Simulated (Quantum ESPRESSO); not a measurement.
The system is In.

```xyz
1
Lattice="-1.8825 1.8825 1.8825 1.8825 -1.8825 1.8825 1.8825 1.8825 -1.8825" Properties=species:S:1:pos:R:3 pbc="T T T"
In    0.0000    0.0000    0.0000
```

This isn't the form of In at room conditions, which is tetragonal.

| Quantity | Value |
| --- | --- |
| Program | Quantum ESPRESSO 7.5 |
| Task | phonons and electron-phonon coupling |
| Functional | PBE |
| Potentials or basis | SPMS 1.0 PBE |
| Cutoff | 857 eV |
| Density cutoff | 3429 eV |
| k mesh | 12 × 12 × 12 |
| Occupations | methfessel-paxton, width 0.272 eV |
| Spin | no spin polarisation |
| Mixing beta | 0.5 |
| Most SCF iterations | 120 |
| SCF threshold | 2e-10 Ry |
| q mesh | 4 × 4 × 4 |

The cell and the atoms were relaxed first, to 27.81 Å³/atom (a = 3.306 Å, b = 3.306 Å, c = 3.306 Å, α = 109.47°, β = 109.47°, γ = 109.47°), and the response was taken there.

Question: Is this structure dynamically stable at this level, and how far does the spectrum reach?

Answer: No: the interpolated spectrum has imaginary modes, down to 14i cm⁻¹ near q = (0.00, 0.00, 0.38). The highest frequency is 105 cm⁻¹.

Phonon frequencies at the corners of the path (cm⁻¹, interpolated; i marks imaginary ones):
```
point  frequencies
    Γ        0 0 0
    H     81 81 81
    N   13i 51 105
    P     70 70 70
```

Phonon states per cell in windows of 10 cm⁻¹ (negative: imaginary):
| from (cm⁻¹) | total |
| --- | --- |
| -20 | 0.02 |
| -10 | 0.06 |
| 0 | 0.11 |
| 10 | 0.20 |
| 20 | 0.29 |
| 30 | 0.27 |
| 40 | 0.28 |
| 50 | 0.36 |
| 60 | 0.33 |
| 70 | 0.28 |
| 80 | 0.32 |
| 90 | 0.43 |
| 100 | 0.06 |

Caveat: some modes are imaginary; the interpolated spectrum has imaginary branches, which spoil the λ, ω_log and α²F that the log prints; λ from interpolated matrix elements is rough: modes that symmetry makes equal can differ by tens of percent.
